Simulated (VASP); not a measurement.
VASP 6.6.1, LDA single-point calculation, ZnS (zincblende)

INCAR

```
LCHARG = .FALSE.
SIGMA = 0.01
LREAL = .FALSE.
ISMEAR = 0
PREC = Accurate
EDIFF = 1E-7
NBANDS = 16
LWAVE = .FALSE.
GGA = CA
ISIF = 2
ENCUT = 520
LASPH = .TRUE.
NSW = 0
NELM = 120
IBRION = -1
```

KPOINTS

```
KPOINTS created by Atomic Simulation Environment
0
Gamma
8 8 8
0 0 0
```

KPOINTS_OPT

```
special points
6
Reciprocal
0.0000000000 0.0000000000 0.0000000000 1
0.5000000000 0.0000000000 0.5000000000 1
0.5000000000 0.2500000000 0.7500000000 1
0.3750000000 0.3750000000 0.7500000000 1
0.5000000000 0.5000000000 0.5000000000 1
0.6250000000 0.2500000000 0.6250000000 1
```

POSCAR

```
Zn S
 1.0000000000000000
     0.0000000000000000    2.6940858295611427    2.6940858295611427
     2.6940858295611427    0.0000000000000000    2.6940858295611427
     2.6940858295611427    2.6940858295611427   -0.0000000000000000
 Zn  S
   1   1
Cartesian
  0.0000000000000000  0.0000000000000000 -0.0000000000000000
  1.3470429147805714  1.3470429147805714  1.3470429147805714
```

VASP ran with the recommended LDA PAW datasets (18 valence electrons in the cell).

OSZICAR

```
N       E                     dE             d eps       ncg     rms          rms(c)
DAV:   1     0.876682015575E+02    0.87668E+02   -0.89643E+03   928   0.134E+03
DAV:   2    -0.273942067244E+01   -0.90408E+02   -0.84064E+02  1064   0.260E+02
DAV:   3    -0.855237643103E+01   -0.58130E+01   -0.57901E+01  1176   0.640E+01
DAV:   4    -0.861262561128E+01   -0.60249E-01   -0.60240E-01  1152   0.680E+00
DAV:   5    -0.861337326754E+01   -0.74766E-03   -0.74765E-03  1176   0.717E-01    0.695E+00
DAV:   6    -0.821994530420E+01    0.39343E+00   -0.74094E-01  1408   0.306E+01    0.541E+00
DAV:   7    -0.819204437897E+01    0.27901E-01   -0.21280E-01  1160   0.466E+00    0.257E+00
DAV:   8    -0.818590959079E+01    0.61348E-02   -0.48114E-03  1368   0.108E+00    0.554E-01
DAV:   9    -0.818541335430E+01    0.49624E-03   -0.10396E-03  1128   0.243E-01    0.870E-02
DAV:  10    -0.818542752152E+01   -0.14167E-04   -0.74812E-05  1128   0.694E-02    0.145E-02
DAV:  11    -0.818542517526E+01    0.23463E-05   -0.63886E-06  1408   0.492E-02    0.332E-03
DAV:  12    -0.818542527426E+01   -0.98996E-07   -0.88748E-07  1096   0.686E-03
   1 F= -.81854253E+01 E0= -.81854253E+01  d E =-.108266E-31
       N       E                     dE             ncg
DAV:   1     0.729250387151E+03   -0.32592E+04      200
DAV:   2     0.213289791009E+03   -0.51596E+03      216
DAV:   3     0.178526891451E+03   -0.34763E+02      264
DAV:   4     0.178193406889E+03   -0.33348E+00      240
DAV:   5     0.178189776342E+03   -0.36305E-02      240
DAV:   6     0.178189711836E+03   -0.64506E-04      248
DAV:   7     0.178189710451E+03   -0.13847E-05      232
DAV:   8     0.178189710423E+03   -0.28520E-07      216
```

From OUTCAR

```
k-points           NKPTS =     29   k-points in BZ     NKDIM =     29   number of bands    NBANDS=     16

   NELECT =      18.0000    total number of electrons

   dimension x,y,z NGX =    28 NGY =   28 NGZ =   28
   dimension x,y,z NGXF=    56 NGYF=   56 NGZF=   56

  energy-cutoff  :      520.00
  volume of cell :       39.11
      direct lattice vectors                 reciprocal lattice vectors
     0.000000000  2.694085830  2.694085830    -0.185591711  0.185591711  0.185591711
     2.694085830  0.000000000  2.694085830     0.185591711 -0.185591711  0.185591711
     2.694085830  2.694085830  0.000000000     0.185591711  0.185591711 -0.185591711

 k-points in reciprocal lattice and weights: KPOINTS created by Atomic Simulation Env
   0.00000000  0.00000000  0.00000000       0.002
   0.12500000  0.00000000  0.00000000       0.016
   0.25000000  0.00000000  0.00000000       0.016
   0.37500000  0.00000000  0.00000000       0.016
   0.50000000  0.00000000  0.00000000       0.008
   0.12500000  0.12500000  0.00000000       0.012
   0.25000000  0.12500000  0.00000000       0.047
   0.37500000  0.12500000  0.00000000       0.047
   ...

 E-fermi :   2.0883

 k-point     1 :       0.0000    0.0000    0.0000
  band No.  band energies     occupation
      1     -11.1616      2.00000
      2      -4.5235      2.00000
      3      -4.5235      2.00000
      4      -4.5235      2.00000
      5      -4.0320      2.00000
      6      -4.0320      2.00000
      7       2.0088      2.00000
      8       2.0088      2.00000
      9       2.0088      2.00000
     10       3.9367      0.00000
     11       8.2569      0.00000
     12       8.2569      0.00000
     13       8.2569      0.00000
     14      13.5744      0.00000
     15      13.7731      0.00000
     16      13.7731      0.00000

 k-point     2 :       0.1250    0.0000    0.0000
  band No.  band energies     occupation
      1     -11.0404      2.00000
      2      -4.5227      2.00000
      3      -4.5024      2.00000
      4      -4.5024      2.00000
      5      -4.0338      2.00000
      6      -4.0338      2.00000
      7       0.8403      2.00000
      8       1.8562      2.00000
      9       1.8562      2.00000
     10       4.7893      0.00000
     11       8.1519      0.00000
     12       8.5160      0.00000
     13       8.5160      0.00000
     14      13.1275      0.00000
     15      13.1275      0.00000
     16      14.3808      0.00000

 k-point     3 :       0.2500    0.0000    0.0000
  band No.  band energies     occupation
      1     -10.7228      2.00000
      2      -4.4754      2.00000
      3      -4.4565      2.00000
      4      -4.4565      2.00000
      5      -4.0307      2.00000
      6      -4.0307      2.00000
      7      -0.9198      2.00000
      8       1.5256      2.00000
      9       1.5256      2.00000
     10       5.3181      0.00000
     11       8.7871      0.00000
     12       8.8926      0.00000
     13       8.8926      0.00000
     14      12.9078      0.00000
     15      12.9078      0.00000
     16      13.9297      0.00000

 k-point     4 :       0.3750    0.0000    0.0000
  band No.  band energies     occupation
      1     -10.3603      2.00000
      2      -4.4206      2.00000
      3      -4.4206      2.00000
      4      -4.2543      2.00000
      5      -4.0136      2.00000
      6      -4.0136      2.00000
      7      -2.4800      2.00000
      8       1.2328      2.00000
      9       1.2328      2.00000
     10       5.2211      0.00000
     11       8.8795      0.00000
     12       8.8795      0.00000
     13      10.0891      0.00000
     14      13.5789      0.00000
     15      14.0331      0.00000
     16      14.0331      0.00000

 k-point     5 :       0.5000    0.0000    0.0000
  band No.  band energies     occupation
      1     -10.1929      2.00000
      2      -4.4095      2.00000
      3      -4.4095      2.00000
      4      -4.0015      2.00000
      5      -4.0015      2.00000
      6      -3.8208      2.00000
      7      -3.4276      2.00000
      8       1.1195      2.00000
      9       1.1195      2.00000
     10       5.1389      0.00000
     11       8.7960      0.00000
     12       8.7960      0.00000
     13      10.6692      0.00000
     14      13.9042      0.00000
     15      15.4188      0.00000
     16      15.4188      0.00000

 k-point     6 :       0.1250    0.1250    0.0000
  band No.  band energies     occupation
      1     -10.9999      2.00000
      2      -4.5435      2.00000
      3      -4.4844      2.00000
      4      -4.4844      2.00000
      5      -4.0490      2.00000
      6      -4.0208      2.00000
      7       0.8876      2.00000
      8       1.5838      2.00000
      9       1.5838      2.00000
     10       5.1678      0.00000
     11       7.5169      0.00000
     12       8.9008      0.00000
     13       8.9008      0.00000
     14      11.9729      0.00000
     15      13.9779      0.00000
     16      14.9113      0.00000

 k-point     7 :       0.2500    0.1250    0.0000
  band No.  band energies     occupation
      1     -10.7469      2.00000
      2      -4.5345      2.00000
      3      -4.4358      2.00000
      4      -4.4348      2.00000
      5      -4.0572      2.00000
      6      -4.0105      2.00000
      7      -0.4293      2.00000
      8       1.1939      2.00000
      9       1.2667      2.00000
     10       5.9025      0.00000
     11       7.4048      0.00000
     12       9.2716      0.00000
     13       9.4732      0.00000
     14      11.6009      0.00000
     15      13.9302      0.00000
     16      15.4561      0.00000

 k-point     8 :       0.3750    0.1250    0.0000
  band No.  band energies     occupation
      1     -10.3939      2.00000
      2      -4.4524      2.00000
      3      -4.3929      2.00000
      4      -4.3340      2.00000
      5      -4.0301      2.00000
      6      -3.9985      2.00000
      7      -1.9519      2.00000
      8       0.8315      2.00000
      9       0.9178      2.00000
     10       5.9446      0.00000
     11       8.1386      0.00000
     12       9.4253      0.00000
     13       9.5687      0.00000
     14      12.8002      0.00000
     15      14.6908      0.00000
     16      14.8633      0.00000

 k-point     9 :       0.5000    0.1250    0.0000
  band No.  band energies     occupation
      1     -10.1514      2.00000
      2      -4.4120      2.00000
      3      -4.3779      2.00000
      4      -4.0854      2.00000
      5      -3.9984      2.00000
      6      -3.8602      2.00000
      7      -3.1210      2.00000
      8       0.4674      2.00000
      9       0.8817      2.00000
     10       5.8652      0.00000
     11       8.2151      0.00000
     12       9.3374      0.00000
     13      10.5616      0.00000
     14      13.8148      0.00000
     15      15.3308      0.00000
     16      15.4366      0.00000

 k-point    10 :      -0.3750    0.1250    0.0000
  band No.  band energies     occupation
      1     -10.2076      2.00000
      2      -4.4075      2.00000
      3      -4.3893      2.00000
      4      -4.1299      2.00000
      5      -4.0233      2.00000
      6      -3.9561      2.00000
      7      -2.7972      2.00000
      8       0.3395      2.00000
      9       1.0989      2.00000
     10       5.9237      0.00000
     11       8.3788      0.00000
     12       9.1947      0.00000
     13      10.3180      0.00000
     14      13.6152      0.00000
     15      14.4123      0.00000
     16      15.8552      0.00000

 k-point    11 :      -0.2500    0.1250    0.0000
  band No.  band energies     occupation
      1     -10.5151      2.00000
      2      -4.4369      2.00000
      3      -4.4267      2.00000
      4      -4.4020      2.00000
      5      -4.0481      2.00000
      6      -4.0010      2.00000
      7      -1.4696      2.00000
      8       0.5317      2.00000
      9       1.4712      2.00000
     10       6.0263      0.00000
     11       8.5531      0.00000
     12       9.0772      0.00000
     13       9.0905      0.00000
     14      12.1947      0.00000
     15      14.2478      0.00000
     16      15.1891      0.00000

 k-point    12 :      -0.1250    0.1250    0.0000
  band No.  band energies     occupation
      1     -10.8529      2.00000
      2      -4.5164      2.00000
      3      -4.4763      2.00000
      4      -4.4593      2.00000
      5      -4.0482      2.00000
      6      -4.0201      2.00000
      7      -0.0534      2.00000
      8       1.1168      2.00000
      9       1.8012      2.00000
     10       5.5868      0.00000
     11       7.9418      0.00000
     12       8.7108      0.00000
     13       9.0859      0.00000
     14      12.1472      0.00000
     15      13.2924      0.00000
     16      15.4996      0.00000

 ...

  Total       -0.9170770     -0.9170770     -0.9170770      0.0000000      0.0000000      0.0000000
  in kB      -37.5709421    -37.5709421    -37.5709421      0.0000000      0.0000000      0.0000000
  external PRESSURE =     -37.5709421 kB  Pullay stress =       0.0000000 kB

 POSITION                                       TOTAL-FORCE (eV/Angst)
 -----------------------------------------------------------------------------------
      0.00000      0.00000      0.00000        -0.000000     -0.000000     -0.000000
      1.34704      1.34704      1.34704         0.000000      0.000000      0.000000
 -----------------------------------------------------------------------------------
    total drift:                                0.000001      0.000001      0.000000

  FREE ENERGIE OF THE ION-ELECTRON SYSTEM (eV)
  ---------------------------------------------------
  free  energy   TOTEN  =        -8.1854252743 eV

  energy  without entropy=       -8.1854252743  energy(sigma->0) =       -8.18542527
```

```
gap between bands v and c : 1.93 eV
least direct gap          : 1.93 eV
pressure                  : -3.8 GPa
```

Band v is the last that the valence electrons fill when counted band by band, and c is the next.
